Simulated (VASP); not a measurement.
Here is a VASP 6.6.1 calculation.

INCAR

```
SYSTEM = ZrS2
PREC = Accurate
ENCUT = 600
EDIFF = 1E-7
ISMEAR = 0
SIGMA = 0.03
LREAL = .False.
LASPH = .True.
NELM = 80
ALGO = Normal
ISIF = 3
LWAVE = .False.
LCHARG = .False.
GGA = PE
IBRION = 2
NSW = 90
EDIFFG = -0.005
```

The input KPOINTS:

```
regular mesh
0
Gamma
  9 9 5
  0 0 0
```

File POSCAR:

```
ZrS2                                    
1.0
    3.6853200467     -0.0000000000      0.0000000000
   -1.8426600233      3.1915807815     -0.0000000000
   -0.0000000000     -0.0000000000      6.5298734165
  Zr              S             
     1     2
Direct
     0.0000000000000000    0.0000000000000000    0.0000000000000000
     0.6666666699999979    0.3333333300000021    0.7781460303226699
     0.3333333300000021    0.6666666699999979    0.2218539696773301
```

Potentials or basis: VASP PAW PBE potentials, release 64 (Zr_sv, S).

Command:

```console
$ cat potpaw_PBE.64/Zr_sv/POTCAR potpaw_PBE.64/S/POTCAR > POTCAR
$ mpirun -np 1 vasp_std > vasp.out
```

(1) What does it give for the relaxed cell?

(2) Estimate the space group after relaxing (to 0.05 Å).

(3) What does it give for the band gap on the k mesh?

(4) Predict the relaxed volume.

Answers

(1) a = 3.684 Å, b = 3.684 Å, c = 6.697 Å, α = 90.00°, β = 90.00°, γ = 120.00°.

(2) P-3m1 (No. 164).

(3) 1.15 eV, indirect (least direct gap 1.69 eV).

(4) 26.23 Å³/atom.

Caveat: an odd mesh through Γ misses points on the zone boundary, where band edges often lie; this functional lacks dispersion, which binds the layers, so the pressure and a relaxed spacing across them are unreliable.
